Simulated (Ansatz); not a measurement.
**HfN (F-43m): equation of state with a fit from a Python script**

Where is the equilibrium volume of HfN (F-43m), and how stiff is it? Wanted for HfN (F-43m): an equation of state with a fit.

Program: the Python package of Ansatz 0.2.0. Level of theory: DFT PBEsol, plane waves, PAW. These are calculated values, not measurements.

### 1 The structure

The structure is cubic, space group F-43m (No. 216). Conventional cell: a = 4.910 Å, b = 4.910 Å, c = 4.910 Å, α = 90.00°, β = 90.00°, γ = 90.00°. Around Hf (site symmetry -43m) lie 4 N at 2.13 Å. N (site symmetry -43m) has 4 Hf at 2.13 Å as nearest neighbours.

No structure file is read: the coordinates are typed or built in the script.

### 2 The script

Contents of eos_hfn.py:

```python
"""Bulk modulus of HfN from an E(V) curve."""

import ansatz as az
from ase.eos import EquationOfState
from ase.units import GPa
import numpy as np

vectors0 = np.array([
    [0.0, 2.454822, 2.454822],
    [2.454822, 0.0, 2.454822],
    [2.454822, 2.454822, 0.0],
])
sites = [
    ("Hf", [0.0, 0.0, 0.0]),
    ("N", [0.75, 0.75, 0.75]),
]


def make_crystal(cell):
    crystal = az.Crystal(lattice=az.Lattice.of(cell))
    for symbol, position in sites:
        crystal = crystal.atom(symbol, position)
    return crystal

# uniform scaling of the cell
volumes, energies = [], []
for scale in np.linspace(0.95, 1.07, 5):
    cell = vectors0 * scale ** (1 / 3)
    job = (
        make_crystal(cell).calculation()
        .functional(az.Functional.PBESOL)
        .occupations("Marzari-Vanderbilt", width=0.1)
        .basis(500)
        .kpoints(8, 8, 8)
    )
    summary = job.run(threads=1, pin="off").report
    volumes.append(abs(np.linalg.det(cell)) / len(sites))
    energies.append(summary["free_energy_ev"] / len(sites))
    print(f"V = {volumes[-1]:8.4f} A^3/atom  F = {energies[-1]:.5f} eV/atom")

eos = EquationOfState(volumes, energies, eos="sj")
v0, e0, bulk = eos.fit()
print(f"V0 = {v0:.4f} A^3/atom, E0 = {e0:.5f} eV/atom, B = {bulk / GPa:.1f} GPa")
eos.plot("eos.png")
```

### 3 What the engine is handed

The engine receives this input (first run):

```yaml
crystal:
  lattice:
    - [0.0, 2.413206807998873, 2.413206807998873]
    - [2.413206807998873, 0.0, 2.413206807998873]
    - [2.413206807998873, 2.413206807998873, 0.0]
  atoms:
    - { symbol: Hf, position: [0.0, 0.0, 0.0] }
    - { symbol: "N", position: [0.75, 0.75, 0.75] }
basis:
  ecutwfc: 500.0
kpoints:
  mp_grid:
    grid: [8, 8, 8]
hamiltonian:
  xc: pbesol
scf:
  occupations:
    method: cold
    width: 0.1
```

### 4 Running it

Command:

```sh
python eos_hfn.py
```

Log:

```text
V =  14.0535 A^3/atom  F = -7989.78650 eV/atom
V =  14.4973 A^3/atom  F = -7989.79157 eV/atom
V =  14.9411 A^3/atom  F = -7989.77969 eV/atom
V =  15.3849 A^3/atom  F = -7989.75346 eV/atom
V =  15.8286 A^3/atom  F = -7989.71517 eV/atom
V0 = 14.3972 A^3/atom, E0 = -7989.79202 eV/atom, B = 206.0 GPa
```

Wall time 12 s (1 thread, shared host).

### 5 What changed from run to run

The engine's inputs for some of the other runs:

Run 2, against run 1:

```diff
@@ -3,3 +3,3 @@
-    - [0.0, 2.413206807998873, 2.413206807998873]
-    - [2.413206807998873, 0.0, 2.413206807998873]
-    - [2.413206807998873, 2.413206807998873, 0.0]
+    - [0.0, 2.4383461881379733, 2.4383461881379733]
+    - [2.4383461881379733, 0.0, 2.4383461881379733]
+    - [2.4383461881379733, 2.4383461881379733, 0.0]
```

Run 3, against run 1:

```diff
@@ -3,3 +3,3 @@
-    - [0.0, 2.413206807998873, 2.413206807998873]
-    - [2.413206807998873, 0.0, 2.413206807998873]
-    - [2.413206807998873, 2.413206807998873, 0.0]
+    - [0.0, 2.4629776147293585, 2.4629776147293585]
+    - [2.4629776147293585, 0.0, 2.4629776147293585]
+    - [2.4629776147293585, 2.4629776147293585, 0.0]
```

Run 5, against run 1:

```diff
@@ -3,3 +3,3 @@
-    - [0.0, 2.413206807998873, 2.413206807998873]
-    - [2.413206807998873, 0.0, 2.413206807998873]
-    - [2.413206807998873, 2.413206807998873, 0.0]
+    - [0.0, 2.5108143339208686, 2.5108143339208686]
+    - [2.5108143339208686, 0.0, 2.5108143339208686]
+    - [2.5108143339208686, 2.5108143339208686, 0.0]
```

Lines on the test bed's own set-up are left out of the output.

### 6 The runs side by side

One row for each of the 5 runs:

```csv
run,volume (Å³/atom),energy from run 2 (meV/atom),SCF cycles,CPU time (s)
1,14.053,5.07,7,1.7
2,14.497,0.00,6,1.4
3,14.941,11.89,6,1.4
4,15.385,38.12,6,1.5
5,15.829,76.40,8,2
```

Energies are free energies F = E - TS of the smeared occupations. 

### 7 What came out

| quantity | value |
| --- | --- |
| runs compared | 5 |
| range of energy | 76.40 meV/atom |
| lowest point, volume (Å³/atom) | 14.497 |
| equilibrium volume (fit) | 14.40 Å³/atom |
| bulk modulus (fit) | 206 GPa |

**Reading.** A third-order Birch-Murnaghan fit through the 5 points (the script's own form differs a little) has its minimum at 14.40 Å³ an atom, 2.7 % below the typed cell, with a bulk modulus of 206 GPa and dB/dP = 4.5. From that minimum the energy rises by 5.5 meV an atom on the compressed side and 76.8 meV on the expanded side. The window is off centre, so dB/dP is rough. The run is spin-unpolarised. For a metal this k-point mesh is coarse: on a finer one energies can move by several to tens of meV an atom and pressures by half a GPa or more, differences at one mesh by less. Spin-orbit coupling, which matters for elements this heavy, is left out. This cell is a computed structure, which may not be the phase found in nature.
